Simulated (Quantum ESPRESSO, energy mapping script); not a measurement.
# MnO2: exchange couplings from total energies (isotropic strain to volume × 0.94)

How strongly do the moments of MnO2 couple under PBEsol+U (4 eV), QE, GBRV? The plan is to run several orders and fit a Heisenberg model.

Calculated with Quantum ESPRESSO 7.5; PBEsol with U = 4 eV on Mn d, ortho-atomic projectors; plane waves, U on orthogonalised atomic orbitals unless named otherwise, collinear spin, no spin–orbit coupling.

## 1. The structure

It takes space group P6_3/mmc (No. 194, hexagonal). The conventional cell has a = 2.797 Å, b = 2.797 Å, c = 10.013 Å, α = 90.00°, β = 90.00°, γ = 120.00°. Nearest to Mn lie 6 O at 1.86 Å. Nearest to O lie 3 Mn at 1.86 Å. Farther neighbours and most contacts between anions are not listed.

The cell comes from a database of computed structures, and need not be the one that the compound takes in experiment.

This cell differs from the given one by: isotropic strain to volume × 0.94. Atoms follow the cell and are not relaxed.

The U corrects the self-interaction that lets semilocal functionals spread d and f electrons too far. Its value here is typed, not computed. These runs use Quantum ESPRESSO.

## 2. Order 1: parallel, cell A of 12 atoms

Each cell gets its own parallel run on the same mesh, so that most of the mesh error cancels in the differences.

The potential files are GBRV's for PBEsol; pw.x takes the functional from them.

File pw.in:

```
&control
  calculation = 'scf'
  prefix = 'pw'
  outdir = './tmp/'
  pseudo_dir = './pseudo/'
  verbosity = 'low'
/
&system
  ibrav = 0
  nat = 12
  ntyp = 2
  ecutwfc = 45
  ecutrho = 360
  nbnd = 84
  occupations = 'smearing'
  smearing = 'fd'
  degauss = 0.00367493
  nspin = 2
  starting_magnetization(1) = 0.3000
/
&electrons
  conv_thr = 3.0e-08
  electron_maxstep = 120
  mixing_beta = 0.3
  mixing_mode = 'plain'
/
ATOMIC_SPECIES
  Mn 54.9380 Mn.upf
  O 15.9990 O.upf
CELL_PARAMETERS angstrom
  -2.79667469 0.00000000 0.00000000
  -0.00000000 4.84398265 0.00000000
  1.39833734 -2.42199133 -10.01307718
ATOMIC_POSITIONS crystal
  Mn 0.00000000 0.00000000 0.00000000
  Mn 0.50000000 0.50000000 0.00000000
  Mn 0.75000000 0.75000000 0.50000000
  Mn 0.25000000 0.25000000 0.50000000
  O 0.54657177 0.87990511 0.09314355
  O 0.04657178 0.37990511 0.09314355
  O 0.70342823 0.03676156 0.40685645
  O 0.20342822 0.53676156 0.40685645
  O 0.45342822 0.12009489 0.90685645
  O 0.95342823 0.62009489 0.90685645
  O 0.29657177 0.96323844 0.59314355
  O 0.79657177 0.46323844 0.59314355
K_POINTS automatic
  8 4 8 0 0 0
HUBBARD {ortho-atomic}
U Mn-3d 4
```

On the command line:

```
$ OMP_NUM_THREADS=1 mpirun -n 8 pw.x -nk 8 -in pw.in > pw.out
```

Log:

```text
Program PWSCF v.7.5 starts
[...]
unit-cell volume          =     915.3953 (a.u.)^3
     number of atoms/cell      =           12
[...]
number of electrons       =       108.00
     number of Kohn-Sham states=           84
     kinetic-energy cutoff     =      45.0000  Ry
     charge density cutoff     =     360.0000  Ry
     scf convergence threshold =      3.0E-08
[...]
Exchange-correlation= SLA  PW   PSX  PSC
[...]
Hubbard projectors: ortho-atomic
     Hubbard parameters of DFT+U (Dudarev formulation) in eV:
[...]
atomic species   magnetization
[...]
4 Sym. Ops., with inversion, found
[...]
number of k points=    78  Fermi-Dirac smearing, width (Ry)=  0.0037
[...]
Number of occupied Hubbard levels =   20.0000
     Atomic wfc used for Hubbard projectors are orthogonalized
[...]
iteration #  1     ecut=    45.00 Ry     beta= 0.30
[...]
Number of occupied Hubbard levels =   16.2085
     total energy              =   -1099.82483143 Ry
     estimated scf accuracy    <       7.98967341 Ry
     total magnetization       =    12.00 Bohr mag/cell
     absolute magnetization    =    13.85 Bohr mag/cell
     iteration #  2     ecut=    45.00 Ry     beta= 0.30
[...]
total energy              =   -1101.34344535 Ry
     estimated scf accuracy    <       1.34698328 Ry
     total magnetization       =    12.00 Bohr mag/cell
     absolute magnetization    =    13.97 Bohr mag/cell
     iteration #  3     ecut=    45.00 Ry     beta= 0.30
[...]
total energy              =   -1101.56819732 Ry
     estimated scf accuracy    <       0.21554770 Ry
     total magnetization       =    12.00 Bohr mag/cell
     absolute magnetization    =    13.83 Bohr mag/cell
     iteration #  4     ecut=    45.00 Ry     beta= 0.30
[...]
total energy              =   -1101.59962061 Ry
     estimated scf accuracy    <       0.88801591 Ry
     total magnetization       =    12.00 Bohr mag/cell
     absolute magnetization    =    13.62 Bohr mag/cell
     iteration #  5     ecut=    45.00 Ry     beta= 0.30
[...]
total energy              =   -1101.63539532 Ry
     estimated scf accuracy    <       0.07828049 Ry
     total magnetization       =    12.00 Bohr mag/cell
     absolute magnetization    =    13.67 Bohr mag/cell
     iteration #  6     ecut=    45.00 Ry     beta= 0.30
[...]
total energy              =   -1101.64131777 Ry
     estimated scf accuracy    <       0.00390116 Ry
     total magnetization       =    12.00 Bohr mag/cell
     absolute magnetization    =    13.59 Bohr mag/cell
     iteration #  7     ecut=    45.00 Ry     beta= 0.30
[...]
total energy              =   -1101.64185655 Ry
     estimated scf accuracy    <       0.00047903 Ry
     total magnetization       =    12.00 Bohr mag/cell
     absolute magnetization    =    13.55 Bohr mag/cell
     iteration #  8     ecut=    45.00 Ry     beta= 0.30
[...]
total energy              =   -1101.64188300 Ry
     estimated scf accuracy    <       0.00028182 Ry
     total magnetization       =    12.00 Bohr mag/cell
     absolute magnetization    =    13.51 Bohr mag/cell
     iteration #  9     ecut=    45.00 Ry     beta= 0.30
[...]
total energy              =   -1101.64201468 Ry
     estimated scf accuracy    <       0.00013145 Ry
     total magnetization       =    12.00 Bohr mag/cell
     absolute magnetization    =    13.45 Bohr mag/cell
     iteration # 10     ecut=    45.00 Ry     beta= 0.30
[...]
total energy              =   -1101.64198704 Ry
     estimated scf accuracy    <       0.00017477 Ry
     total magnetization       =    12.00 Bohr mag/cell
     absolute magnetization    =    13.44 Bohr mag/cell
     iteration # 11     ecut=    45.00 Ry     beta= 0.30
[...]
total energy              =   -1101.64201144 Ry
     estimated scf accuracy    <       0.00000499 Ry
     total magnetization       =    12.00 Bohr mag/cell
     absolute magnetization    =    13.41 Bohr mag/cell
     iteration # 12     ecut=    45.00 Ry     beta= 0.30
[...]
total energy              =   -1101.64201313 Ry
     estimated scf accuracy    <       0.00000021 Ry
     total magnetization       =    12.00 Bohr mag/cell
     absolute magnetization    =    13.41 Bohr mag/cell
     iteration # 13     ecut=    45.00 Ry     beta= 0.30
[...]
total energy              =   -1101.64201345 Ry
     estimated scf accuracy    <       0.00000009 Ry
     total magnetization       =    12.00 Bohr mag/cell
     absolute magnetization    =    13.41 Bohr mag/cell
     iteration # 14     ecut=    45.00 Ry     beta= 0.30
[...]
Magnetic moment per site  (integrated on atomic sphere of radius R)
     atom   1 (R=0.275)  charge= 11.6274  magn=  2.6884
     atom   2 (R=0.275)  charge= 11.6274  magn=  2.6884
     atom   3 (R=0.275)  charge= 11.6273  magn=  2.6885
     atom   4 (R=0.275)  charge= 11.6273  magn=  2.6885
     atom   5 (R=0.275)  charge=  5.1852  magn= -0.0666
     atom   6 (R=0.275)  charge=  5.1852  magn= -0.0666
     atom   7 (R=0.275)  charge=  5.1852  magn= -0.0666
     atom   8 (R=0.275)  charge=  5.1852  magn= -0.0666
     atom   9 (R=0.275)  charge=  5.1852  magn= -0.0666
     atom  10 (R=0.275)  charge=  5.1852  magn= -0.0666
     atom  11 (R=0.275)  charge=  5.1852  magn= -0.0666
     atom  12 (R=0.275)  charge=  5.1852  magn= -0.0666
     End of self-consistent calculation
     =================== HUBBARD OCCUPATIONS ===================
     ------------------------ ATOM    1 ------------------------
     Tr[ns(  1)] (up, down, total) =   4.08471  0.98226  5.06697
     Atomic magnetic moment for atom   1 =   3.10245
     SPIN  1
     eigenvalues:
       0.553  0.553  0.992  0.993  0.993
     eigenvectors (columns):
      -0.000 -0.000  1.000 -0.000  0.000
       0.000  0.766  0.000  0.643 -0.001
      -0.766  0.000  0.000 -0.001 -0.643
       0.643 -0.000  0.000 -0.001 -0.766
      -0.000 -0.643  0.000  0.766 -0.001
     occupation matrix ns (before diag.):
       0.992  0.000 -0.000  0.000 -0.000
       0.000  0.735  0.000 -0.000  0.217
      -0.000  0.000  0.735  0.217 -0.000
       0.000 -0.000  0.217  0.811  0.000
[...]
SPIN  2
     eigenvalues:
[...]
eigenvectors (columns):
[...]
occupation matrix ns (before diag.):
[...]
------------------------ ATOM    2 ------------------------
     Tr[ns(  2)] (up, down, total) =   4.08469  0.98224  5.06693
     Atomic magnetic moment for atom   2 =   3.10245
     SPIN  1
     eigenvalues:
[...]
eigenvectors (columns):
[...]
occupation matrix ns (before diag.):
[...]
SPIN  2
     eigenvalues:
[...]
eigenvectors (columns):
[...]
occupation matrix ns (before diag.):
[...]
------------------------ ATOM    3 ------------------------
     Tr[ns(  3)] (up, down, total) =   4.08473  0.98228  5.06701
     Atomic magnetic moment for atom   3 =   3.10244
     SPIN  1
     eigenvalues:
[...]
eigenvectors (columns):
[...]
occupation matrix ns (before diag.):
[...]
SPIN  2
     eigenvalues:
[...]
eigenvectors (columns):
[...]
occupation matrix ns (before diag.):
[...]
------------------------ ATOM    4 ------------------------
     Tr[ns(  4)] (up, down, total) =   4.08473  0.98228  5.06701
     Atomic magnetic moment for atom   4 =   3.10244
     SPIN  1
     eigenvalues:
[...]
eigenvectors (columns):
[...]
occupation matrix ns (before diag.):
[...]
SPIN  2
     eigenvalues:
[...]
eigenvectors (columns):
[...]
occupation matrix ns (before diag.):
       0.107  0.000 -0.000  0.000 -0.000
       0.000  0.229  0.000  0.000  0.106
      -0.000  0.000  0.229  0.106  0.000
       0.000  0.000  0.106  0.208  0.000
      -0.000  0.106  0.000  0.000  0.208
     Number of occupied Hubbard levels =   20.2679
     Number of k-points >= 100: set verbosity='high' to print the bands.
     the Fermi energy is     7.6070 ev
!    total energy              =   -1101.64201373 Ry
     estimated scf accuracy    <       0.00000003 Ry
     smearing contrib. (-TS)   =      -0.00000000 Ry
     internal energy E=F+TS    =   -1101.64201373 Ry
     The total energy is F=E-TS. E is the sum of the following terms:
     one-electron contribution =    -924.66442894 Ry
     hartree contribution      =     503.38107160 Ry
     xc contribution           =    -162.97488510 Ry
     ewald contribution        =    -518.11841824 Ry
     Hubbard energy            =       0.73464696 Ry
     total magnetization       =    12.00 Bohr mag/cell
     absolute magnetization    =    13.40 Bohr mag/cell
     convergence has been achieved in  14 iterations
=------------------------------------------------------------------------------=
   JOB DONE.
=------------------------------------------------------------------------------=
```

Elapsed: 4.2 min, on 8 MPI ranks of Arm Neoverse V1, shared host; peak memory 2.4 GiB; 34 min of CPU time.

Spin moment in the sphere by atom:

| atom | spin moment in the sphere (μB) |
| --- | --- |
| Mn1 | 2.69 |
| Mn2 | 2.69 |
| Mn3 | 2.69 |
| Mn4 | 2.69 |
| O5 | -0.07 |
| O6 | -0.07 |
| O7 | -0.07 |
| O8 | -0.07 |
| O9 | -0.07 |
| O10 | -0.07 |
| O11 | -0.07 |
| O12 | -0.07 |

The run ends ferromagnetic.

## 3. Run 2 (compensated +−+−; cell A, 12 atoms)

This order reverses 4 of the 6 neighbours at 2.80 Å and 1 of the 2 neighbours at 5.01 Å, counted for an average magnetic atom.

pw.in: that of step 2 with these lines changed.

```diff
@@ -10,6 +10,6 @@
   nat = 12
-  ntyp = 2
+  ntyp = 3
   ecutwfc = 45
   ecutrho = 360
-  nbnd = 84
+  nbnd = 74
   occupations = 'smearing'
@@ -19,2 +19,3 @@
   starting_magnetization(1) = 0.3000
+  starting_magnetization(2) = -0.3000
 /
@@ -27,3 +28,4 @@
 ATOMIC_SPECIES
-  Mn 54.9380 Mn.upf
+  Mn1 54.9380 Mn.upf
+  Mn2 54.9380 Mn.upf
   O 15.9990 O.upf
@@ -34,6 +36,6 @@
 ATOMIC_POSITIONS crystal
-  Mn 0.00000000 0.00000000 0.00000000
-  Mn 0.50000000 0.50000000 0.00000000
-  Mn 0.75000000 0.75000000 0.50000000
-  Mn 0.25000000 0.25000000 0.50000000
+  Mn1 0.00000000 0.00000000 0.00000000
+  Mn2 0.50000000 0.50000000 0.00000000
+  Mn1 0.75000000 0.75000000 0.50000000
+  Mn2 0.25000000 0.25000000 0.50000000
   O 0.54657177 0.87990511 0.09314355
@@ -49,2 +51,3 @@
 HUBBARD {ortho-atomic}
-U Mn-3d 4
+U Mn1-3d 4
+U Mn2-3d 4
```

Log:

```text
[banner, memory and clock lines left out]
Program PWSCF v.7.5 starts
[...]
unit-cell volume          =     915.3953 (a.u.)^3
     number of atoms/cell      =           12
[...]
number of electrons       =       108.00
     number of Kohn-Sham states=           74
     kinetic-energy cutoff     =      45.0000  Ry
     charge density cutoff     =     360.0000  Ry
     scf convergence threshold =      3.0E-08
[...]
Exchange-correlation= SLA  PW   PSX  PSC
[...]
Hubbard projectors: ortho-atomic
     Hubbard parameters of DFT+U (Dudarev formulation) in eV:
[...]
atomic species   magnetization
[...]
4 Sym. Ops. (no inversion) found ( 2 have fractional translation)
[...]
number of k points=    55  Fermi-Dirac smearing, width (Ry)=  0.0037
[...]
Number of occupied Hubbard levels =   20.0000
     Atomic wfc used for Hubbard projectors are orthogonalized
[...]
iteration #  1     ecut=    45.00 Ry     beta= 0.30
[...]
Number of occupied Hubbard levels =   16.1618
     total energy              =   -1099.76556847 Ry
     estimated scf accuracy    <       8.13675527 Ry
     total magnetization       =    -0.00 Bohr mag/cell
     absolute magnetization    =    13.65 Bohr mag/cell
     iteration #  2     ecut=    45.00 Ry     beta= 0.30
[...]
total energy              =   -1101.31754319 Ry
     estimated scf accuracy    <       1.41953170 Ry
     total magnetization       =     0.00 Bohr mag/cell
     absolute magnetization    =    13.95 Bohr mag/cell
     iteration #  3     ecut=    45.00 Ry     beta= 0.30
[...]
total energy              =   -1101.54848144 Ry
     estimated scf accuracy    <       0.22393830 Ry
     total magnetization       =    -0.00 Bohr mag/cell
     absolute magnetization    =    13.73 Bohr mag/cell
[...]
total energy              =   -1101.62679669 Ry
[...]
iteration # 15     ecut=    45.00 Ry     beta= 0.30
[...]
total energy              =   -1101.62679678 Ry
     estimated scf accuracy    <       0.00000006 Ry
     total magnetization       =    -0.00 Bohr mag/cell
     absolute magnetization    =    13.19 Bohr mag/cell
     iteration # 16     ecut=    45.00 Ry     beta= 0.30
[...]
Magnetic moment per site  (integrated on atomic sphere of radius R)
     atom   1 (R=0.275)  charge= 11.6267  magn=  2.6018
     atom   2 (R=0.275)  charge= 11.6267  magn= -2.6018
     atom   3 (R=0.275)  charge= 11.6266  magn=  2.6019
[...]
atom  11 (R=0.275)  charge=  5.1854  magn= -0.0187
     atom  12 (R=0.275)  charge=  5.1854  magn=  0.0187
     End of self-consistent calculation
     =================== HUBBARD OCCUPATIONS ===================
     ------------------------ ATOM    1 ------------------------
     Tr[ns(  1)] (up, down, total) =   4.04301  1.03174  5.07475
     Atomic magnetic moment for atom   1 =   3.01127
     SPIN  1
     eigenvalues:
       0.517  0.544  0.991  0.995  0.995
     eigenvectors (columns):
      -0.000  0.004 -0.774 -0.633  0.000
       0.757 -0.000 -0.000  0.000  0.654
[...]
occupation matrix ns (before diag.):
[...]
SPIN  2
     eigenvalues:
[...]
eigenvectors (columns):
[...]
occupation matrix ns (before diag.):
[...]
------------------------ ATOM    2 ------------------------
     Tr[ns(  2)] (up, down, total) =   1.03173  4.04300  5.07472
     Atomic magnetic moment for atom   2 =  -3.01127
     SPIN  1
     eigenvalues:
[...]
eigenvectors (columns):
[...]
occupation matrix ns (before diag.):
[...]
------------------------ ATOM    3 ------------------------
     Tr[ns(  3)] (up, down, total) =   4.04301  1.03174  5.07475
     Atomic magnetic moment for atom   3 =   3.01127
[...]
------------------------ ATOM    4 ------------------------
     Tr[ns(  4)] (up, down, total) =   1.03173  4.04300  5.07472
     Atomic magnetic moment for atom   4 =  -3.01127
     SPIN  1
     eigenvalues:
[...]
eigenvectors (columns):
[...]
occupation matrix ns (before diag.):
[...]
SPIN  2
     eigenvalues:
[...]
eigenvectors (columns):
[...]
occupation matrix ns (before diag.):
[...]
0.003  0.000 -0.221  0.807  0.000
      -0.000 -0.236  0.000  0.000  0.791
     Number of occupied Hubbard levels =   20.2989
     Number of k-points >= 100: set verbosity='high' to print the bands.
     the Fermi energy is     7.3676 ev
!    total energy              =   -1101.62679686 Ry
     estimated scf accuracy    <       0.00000002 Ry
     smearing contrib. (-TS)   =      -0.00000000 Ry
     internal energy E=F+TS    =   -1101.62679686 Ry
     The total energy is F=E-TS. E is the sum of the following terms:
     one-electron contribution =    -924.63219671 Ry
     hartree contribution      =     503.30572129 Ry
     xc contribution           =    -162.93047592 Ry
     ewald contribution        =    -518.11841824 Ry
     Hubbard energy            =       0.74857271 Ry
     total magnetization       =     0.00 Bohr mag/cell
     absolute magnetization    =    13.19 Bohr mag/cell
     convergence has been achieved in  16 iterations
```

Elapsed: 2.9 min, on 8 MPI ranks; peak memory 2.2 GiB; 23 min of CPU time.

Spin moment in the sphere by atom:

| atom | spin moment in the sphere (μB) |
| --- | --- |
| Mn1 | 2.60 |
| Mn2 | -2.60 |
| Mn3 | 2.60 |
| Mn4 | -2.60 |
| O5 | -0.02 |
| O6 | 0.02 |
| O7 | 0.02 |
| O8 | -0.02 |
| O9 | -0.02 |
| O10 | 0.02 |
| O11 | -0.02 |
| O12 | 0.02 |

The run ends antiferromagnetic, 51.76 meV a magnetic atom above the parallel order of its cell.

[end of part 1 of 2]

[Logs and program files are shortened in this print: banners, set-up blocks, solver, clock and traceback lines can be left out without a mark of their own.]

[Logs are printed without paths, hosts, clocks, repeated set-up lines and the standing remarks that a program may print on its own settings, such as how far it seeks lower states.]

[Hosts, paths, dates, database ids (printed as entryN), source tags and the programs' standing remarks are cut or masked in the printed files.]

[Where a cell is said to come from a database of computed structures, the database is the Materials Project.]
